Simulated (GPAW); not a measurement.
A run of GPAW 26.7.0 is set up as follows.

The input run.py:

```python
from ase.dft.bandgap import bandgap
from ase.io import write
from ase.spacegroup import crystal
from ase.units import GPa
from gpaw import GPAW, PW

# Sb 6c
atoms = crystal(['Sb'],
                basis=[[0.0, 0.0, 0.76651]],
                spacegroup=166, setting=1,  # R-3m
                cellpar=[4.3084, 4.3084, 11.274, 90.0, 90.0, 120.0],
                primitive_cell=True)

calc = GPAW(mode=PW(450),
            xc='PBE',
            kpts={'size': (6, 6, 6), 'gamma': True},
            occupations={'name': 'fermi-dirac', 'width': 0.05},
            nbands=25,
            maxiter=120,
            txt='gpaw.txt')
atoms.calc = calc
energy = atoms.get_potential_energy()
forces = atoms.get_forces()
stress = atoms.get_stress()
calc.write('gs.gpw')
write('result.traj', atoms)
print(f'Energy: {energy:.6f} eV')
print('Forces (eV/A):')
print(forces.round(4))
print('Stress (GPa):', (stress / GPa).round(3))
print('Fermi level:', round(calc.get_fermi_level(), 4), 'eV')
print(f'Gap: {bandgap(calc)[0]:.4f} eV, direct: {bandgap(calc, direct=True)[0]:.4f} eV')
```

Potentials or basis: GPAW PAW data sets (gpaw-data 1.2.1), pw.

Launch:

```console
$ OMP_NUM_THREADS=1 python run.py
```

Question: Predict the band gap on the k mesh.

Answer: None (metal or under the smearing width).

Question: What does it give for the pressure?

Answer: 0.9 GPa.

Question: What does it give for the largest force?

Answer: 0.056 eV/Å.

Forces in eV/Å, atoms in the order of the input:
```
Sb   0.000  0.000 -0.056
Sb   0.000  0.000  0.056
```

Caveat: the cutoff is short for stress and forces, so pressures can be off by a GPa or more. Spin-orbit coupling is left out, which matters for the levels of Sb.
